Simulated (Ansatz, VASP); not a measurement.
# Se in VASP and in Ansatz

```
CELL_PARAMETERS angstrom
2.63497 0.00000 0.00000
0.00000 2.63497 0.00000
0.00000 0.00000 4.35487
ATOMIC_POSITIONS crystal
Se 0.50000 0.50000 0.00000
```

Alike in both runs: functional PBE; k mesh 20 × 20 × 14; occupations gaussian, width 0.1 eV; no spin polarisation.

Ansatz relaxed the structure, and its values are those at the end. VASP's run is a single point on that final structure, the one shown.

```csv
,VASP,Ansatz
version,VASP 6.6.1,Ansatz 0.2.0
potentials or method,"VASP PAW PBE potentials, release 64 (Se)","scalar-relativistic, plane waves, PAW"
plane-wave cutoff (eV),520,420
valence electrons in the cell,6,16
```

|  | VASP | Ansatz | Ansatz less VASP |
| --- | --- | --- | --- |
| gap on the k mesh at the Fermi level (eV) | none | none | - |
| pressure (GPa) | 0.0 | 0.0 | -0.02 |

A gap of «none» marks a metal or a gap that the smearing closes. The two sets of potentials don't hold the same shells in valence.
